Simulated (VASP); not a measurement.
**Sn in VASP: tuning ranks NCORE KPAR**

Input of the first run (ranks NCORE KPAR ranks=8 NCORE=1 KPAR=1); the others differ in this setting and in those tied to it:

INCAR

```
SYSTEM = Sn
  PREC = Accurate
  ENCUT = 520
  EDIFF = 1E-5
  ISMEAR = 0
  SIGMA = 0.05
  LREAL = Auto
  LASPH = .TRUE.
  NELM = 60
  ALGO = Fast
  ISIF = 2
  LWAVE = .FALSE.
  LCHARG = .FALSE.
  GGA = PE
  NBANDS = 276
  NCORE = 1
  KPAR = 1
```

KPOINTS

```
regular mesh
0
G
  2 2 2
  0 0 0
```

Contents of POSCAR:

```
Sn
1.0
   -5.6839554576      5.6839554576      5.6839554576
    5.6839554576     -5.6839554576      5.6839554576
    7.5786072768      7.5786072768     -7.5786072768
Sn
36
Direct
    0.0030400000      0.0017840000      0.0023100000
    0.0035670000     -0.0022610000      0.2492130000
    0.0024960000     -0.0004550000      0.5000870000
    0.0015180000      0.0022190000      0.7506380000
   -0.0017020000      0.3301180000     -0.0017800000
   -0.0006670000      0.3341420000      0.2512640000
   -0.0006570000      0.3312910000      0.4979430000
    0.0060720000      0.3352630000      0.7520160000
   -0.0054460000      0.6590510000     -0.0091050000
    0.0011370000      0.6661260000      0.2495870000
   -0.0039310000      0.6712590000      0.5019910000
    0.0034560000      0.6738070000      0.7553230000
    0.3294260000     -0.0009150000     -0.0042790000
    0.3282910000     -0.0015150000      0.2477870000
    0.3305810000     -0.0004490000      0.4979880000
    0.3320910000     -0.0010840000      0.7502590000
    0.3365320000      0.3357470000      0.0029390000
    0.3339410000      0.3298510000      0.2498290000
    0.3329180000      0.3380670000      0.4996190000
    0.3292090000      0.3324520000      0.7474890000
    0.3314610000      0.6642170000      0.0006470000
    0.3326280000      0.6625130000      0.2482030000
    0.3309870000      0.6629370000      0.5019690000
    0.3357800000      0.6665530000      0.7529270000
    0.6693210000     -0.0014710000     -0.0001160000
    0.6618450000     -0.0015460000      0.2510900000
    0.6675360000      0.0017560000      0.4989000000
    0.6592090000     -0.0026430000      0.7471550000
    0.6667710000      0.3339760000      0.0030950000
    0.6690790000      0.3345670000      0.2508800000
    0.6670930000      0.3353950000      0.5022420000
    0.6635130000      0.3267100000      0.7515770000
    0.6629920000      0.6625390000     -0.0002090000
    0.6672240000      0.6698210000      0.2493700000
    0.6716490000      0.6695520000      0.5010760000
    0.6603590000      0.6636810000      0.7490250000
```

Potentials or basis: VASP PAW PBE potentials, release 64 (Sn_d).

The run is started by

```bash
$ cat potpaw_PBE.64/Sn_d/POTCAR > POTCAR
$ mpirun -np 8 vasp_std > vasp.out
```

The cell isn't the ideal one: atoms moved at random, drawn with an rms of 0.05 Å.

This isn't the form of Sn at room conditions, which is tetragonal (white tin).

Hardware: Intel(R) Xeon(R) 6975P-C (Granite Rapids).

| ranks NCORE KPAR | energy less the last converged row (meV/atom) | SCF cycles | wall time (s) |
| --- | --- | --- | --- |
| ranks=8 NCORE=1 KPAR=1 | 0.00 | 13 | 300 |
| ranks=16 NCORE=1 KPAR=1 | 0.00 | 13 | 180 |
| ranks=32 NCORE=1 KPAR=1 | 0.00 | 13 | 110 |
| ranks=64 NCORE=1 KPAR=1 | 0.00 | 13 | 96 |
| ranks=64 NCORE=2 KPAR=1 | 0.00 | 13 | 80 |
| ranks=64 NCORE=4 KPAR=1 | 0.00 | 13 | 65 |
| ranks=64 NCORE=8 KPAR=1 | 0.00 | 13 | 51 |
| ranks=64 NCORE=16 KPAR=1 | 0.00 | 14 | 45 |
| ranks=64 NCORE=1 KPAR=2 | 0.00 | 13 | 80 |
| ranks=64 NCORE=1 KPAR=4 | 0.00 | 13 | 79 |
| ranks=64 NCORE=1 KPAR=8 | 0.00 | 13 | 78 |
| ranks=64 NCORE=2 KPAR=2 | 0.00 | 13 | 78 |
| ranks=64 NCORE=1 KPAR=1 again 1 | 0.00 | 13 | 98 |
| ranks=64 NCORE=1 KPAR=1 again 2 | 0.00 | 13 | 97 |
| ranks=64 NCORE=1 KPAR=1 NSIM=1 | 0.00 | 13 | 100 |
| ranks=64 NCORE=1 KPAR=1 NSIM=8 | 0.00 | 13 | 98 |
| ranks=64 NCORE=1 KPAR=1 NSIM=16 | 0.00 | 13 | 97 |
| ranks=64 NCORE=1 KPAR=1 LREAL=False | 1.40 | 13 | 160 |
| ranks=64 NCORE=1 KPAR=1 ALGO=Normal | 0.00 | 13 | 110 |

Fastest here: ranks=64 NCORE=16 KPAR=1 (45 s), level within noise with ranks=64 NCORE=8 KPAR=1; slowest of those that converged: ranks=8 NCORE=1 KPAR=1 (300 s). These are single runs, one after another on one machine, so differences under about a fifth mean little.

Caveat: the k mesh is coarse (spacing up to 0.39 Å⁻¹), so the values aren't converged.
